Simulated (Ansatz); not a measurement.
# Property card for Ca

Level of theory: Ansatz, DFT r2SCAN, scalar-relativistic, plane waves, PAW.

Settings: cutoff 500 eV, Γ-centred mesh 12×12×4 on the computed 4-atom cell, Gaussian smearing of 0.10 eV; no spin polarisation.

The structure is relaxed at this level of theory with its symmetry kept. This form isn't the element's structure at ambient conditions.

```
Ca
1.0
     3.93640    0.00000    0.00000
    -1.96820    3.40902    0.00000
     0.00000    0.00000   12.90059
Ca
4
Direct
  0.00000 0.00000 0.00000
  0.33333 0.66667 0.25000
  0.00000 0.00000 0.50000
  0.66667 0.33333 0.75000
```

Q: Formation energy from the elements' standard states (uncorrected)?

A: +0.007 eV/atom.

Q: Density of states at the Fermi level?

A: 4.84 states/eV per cell.

Q: Bulk modulus?

A: 17.7 GPa.

Q: Its pressure derivative?

A: 3.2.

Cost: 6 runs of about 7.9 core-minutes in all, on Arm Neoverse V1 (shared hosts).